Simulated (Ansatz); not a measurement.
Runs of Ansatz 0.2.0 on Mg. It takes space group Fm-3m (No. 225, cubic). Conventional cell: a = 4.489 Å, b = 4.489 Å, c = 4.489 Å, α = 90.00°, β = 90.00°, γ = 90.00°. Around Mg (site symmetry m-3m) lie 12 Mg at 3.17 Å. This isn't the form of Mg at room conditions, which is hcp.

```tsv
task	level	potentials or basis	spin	cell	k mesh	cutoff (eV)	smearing	other keys	gap on the mesh (eV)	pressure (GPa)
atomic charges	B3LYP	SSSP efficiency PAW	off	as given	7 × 7 × 7	408	fermi-dirac 0.1 eV	-	none	1.0
density of states	BLYP	JTH PAW	off	cell strained at random at fixed volume	7 × 7 × 7	900	methfessel-paxton 0.15 eV	scf.n_extra_bands = 8	none	1.6
electron localisation function	LDA	JTH PAW LDA	off	as given	10 × 10 × 10	870	tetrahedron	-	none	-1.5
electron localisation function	r2SCAN+rVV10	SSSP efficiency PAW	off	cell strained at random at fixed volume	8 × 8 × 8	408	methfessel-paxton 0.05 eV	-	none	0.0
density of states	PBEsol0	SSSP efficiency PAW	off	as given	7 × 7 × 7	408	fermi-dirac 0.1 eV	-	none	0.0
single point	PBE0+D4	Ansatz PAW	off	as given	7 × 7 × 7	420	gaussian 0.025 eV	-	0.64	(a)
electrostatic potential	r2SCAN	SPMS NC	collinear, random start	as given	10 × 10 × 10	762	methfessel-paxton 0.1 eV	magnetization = spin_polarized True	none	1.0
```

Question: Estimate the missing entries.

Answer: (a) 0.2.

Caveats: the thresholds are loose for stress (some runs); with tetrahedron occupations forces and stress needn't match the slope of the energy (some runs); pairwise dispersion overbinds metals, which lowers pressure and volume (some runs); odd divisions of the mesh miss points on the zone boundary, where band edges often lie, so the gap on the mesh can be too wide (some runs); the PAW data sets come from PBE, with cores solved anew for the run's functional, which leaves a small shift of forces and pressure (some runs); the meta-GGA runs on potentials made for a GGA (some runs); the potentials were made for another functional, which shifts forces and pressure (some runs).

A k mesh can miss the band edges.

A gap of «none» marks a metal or a gap under the smearing width.

The runs don't all hold the same shells in valence.
